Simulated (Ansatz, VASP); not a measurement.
**Two plane-wave programs on Zn**

```
Zn
1.0
     2.57241    0.00000    0.00000
    -1.28620    2.22777    0.00000
     0.00000    0.00000    3.07351
Zn
1
Cartesian
  0.0000 0.0000 0.0000
```

Alike in both runs: functional PBE; k mesh 16 × 16 × 15; occupations fermi-dirac, width 0.1 eV; no spin polarisation.

Ansatz relaxed the structure, and its values are those at the end. VASP's run is a single point on that final structure, the one shown.

|  | VASP | Ansatz |
| --- | --- | --- |
| version | VASP 6.6.1 | Ansatz 0.2.0 |
| potentials or method | VASP PAW PBE potentials, release 64 (Zn) | PAW with Ansatz's default frozen-core files, scalar-relativistic |
| plane-wave cutoff (eV) | 520 | 420 |
| valence electrons in the cell | 12 | 12 |

|  | VASP | Ansatz | Ansatz less VASP |
| --- | --- | --- | --- |
| pressure (GPa) | 0.3 | 0.0 | -0.30 |

With one functional, cell and mesh, what is left measures potentials, basis and numerics.
